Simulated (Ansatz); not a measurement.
Runs of Ansatz 0.2.0 on Ge. Symmetry: P4/mmm, No. 123, tetragonal system. Conventional cell: a = 5.241 Å, b = 5.241 Å, c = 2.655 Å, α = 90.00°, β = 90.00°, γ = 90.00°. Around Ge (site symmetry 4/mmm) lie 6 Ge at 2.62 to 2.66 Å. Ge (site symmetry mmm) is surrounded by 4 Ge at 2.62 to 2.66 Å. The cell was built by a generator and needn't be a form met in nature.

```csv
share of exact exchange,gap on the mesh (eV),pressure (GPa)
0.05,none,(a)
0.25,none,-1.6
0.4,none,-2.7
0.5,none,-3.5
0.3,none,-1.9
0.15,none,-0.8
0.2,none,(b)
0.1,none,-0.5
```

Alike in all rows: task single point; level HSE06 form with a typed share of exact exchange; potentials or basis Ansatz PAW; no spin polarisation; cell as given; k mesh 3 × 3 × 5; cutoff (eV) 420; smearing fermi-dirac 0.05 eV; the mesh is coarse, so values aren't converged.

Question: Estimate the missing entries.

Answer: (a) -0.1; (b) -1.2.

Caveats: all runs use coarse meshes; the PAW data sets come from PBE, with cores solved anew for the run's functional, which leaves a small shift of forces and pressure; the thresholds are loose for stress.

A k mesh can miss the band edges, and the runs leave out spin-orbit coupling on Ge.

A gap of «none» marks a metal or a gap under the smearing width.
